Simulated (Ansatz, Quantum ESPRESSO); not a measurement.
**ZnO (001), wurtzite: a film clamped to its substrate**

A thin film takes the in-plane lattice of its substrate and is free along the normal. How do the free axis and the stress follow the misfit? The strained cell has c along the film normal; unstrained it is a = 3.2308 Å, b = 3.2308 Å, c = 5.2138 Å, α = 90.00°, β = 90.00°, γ = 120.00°, with 4 atoms.

Calculated with Quantum ESPRESSO 7.5, PBEsol, GBRV 1.5 ultrasoft potentials, cutoff 680 eV, Fermi–Dirac smearing 0.02 eV, k-mesh 10×10×6, no spin polarisation, no spin-orbit coupling.

Relaxed positions at 0 %:

```
atom       x       y       z
  Zn  0.3333  0.6667  0.9996
  Zn  0.6667  0.3333  0.4996
   O  0.6667  0.3333  0.1206
   O  0.3333  0.6667  0.6206
```

```
ε∥ (%)   a (Å)   c (Å)  ε⊥ (%)  σ (GPa, tension positive)
    −3  3.1338  5.3696   2.989                      −6.64
    −2  3.1662  5.3186   2.011                      −4.38
    −1  3.1985  5.2670   1.022                      −2.16
     0  3.2308  5.2132  −0.011                      −0.06
     2  3.2954  5.1034  −2.116                       4.13
     3  3.3277  5.0440  −3.256                       6.01
```

**Question.** Fit both responses and give the free strain and the stress at +1 %, a row left out above.

Least squares with y = y0 + y1 ε + y2 ε² (ε in %) gives ε⊥ = −0.003 + (−1.0381) ε + (−0.0142) ε² and σ = −0.02 + (2.114) ε + (−0.031) ε² GPa. The linear terms put the ratio of free to applied strain at −1.038 and the biaxial modulus at 211 GPa.

At +1 % the free strain comes out as −1.055 %. The run itself gives −1.038 %, so the estimate misses by 0.017 %; the fitted rows themselves lie up to 0.020 % off the law.

The stress comes out as 2.06 GPa. The run itself gives 2.11 GPa, so the estimate misses by 0.05 GPa; the fitted rows themselves lie up to 0.05 GPa off the law.

With c as the unique axis, zero normal stress gives ε⊥/ε∥ = −2C13/C33 for relaxed atoms, so 2C13/C33 is about 1.04.

The negative ε² term means that the crystal stiffens in compression and softens in tension.

The same fit over all rows at other levels or in other programs gives the strain ratio = −1.066 with LDA (Quantum ESPRESSO, GBRV) and −1.026 with PBEsol (Ansatz).

[Logs are printed without paths, hosts, clocks, repeated set-up lines and the standing remarks that a program may print on its own settings, such as how far it seeks lower states.]
